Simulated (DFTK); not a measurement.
Crystal: Rh.

```
Rh
1.0
     0.00000    1.89785    1.89785
     1.89785    0.00000    1.89785
     1.89785    1.89785    0.00000
Rh
1
Direct
  0.00000 0.00000 0.00000
```

Base run:

| Item | Value |
| --- | --- |
| Program | DFTK 0.8.2 |
| Functional | PBE |
| Potentials or basis | dojo.nc.sr.pbe.v0_4_1.standard.upf (PBE) |
| Cutoff | 1197 eV |
| k mesh | 12 × 12 × 12 |
| Occupations | fermi-dirac, width 0.05 eV |
| Spin | no spin polarisation |

Its results: band gap on the k mesh none (metal or under the smearing width); pressure 7.5 GPa.

The run is repeated on the same cell with these changes: functional from PBE to LDA; potentials or basis from dojo.nc.sr.pbe.v0_4_1.standard.upf (PBE) to cp2k.nc.sr.lda.v0_1.largecore.gth (LDA, GTH, large core); cutoff from 1197 eV to 1660 eV; valence electrons from 17 to 9. What comes out?

Band gap on the k mesh none (metal or under the smearing width); pressure -3.6 GPa.

Caveats: GTH potentials come without recommended cutoffs, and this one wasn't checked for convergence (some runs); this set keeps more shells in the core, which shifts pressures and gaps (some runs).

Not every run made on this cell is shown here.
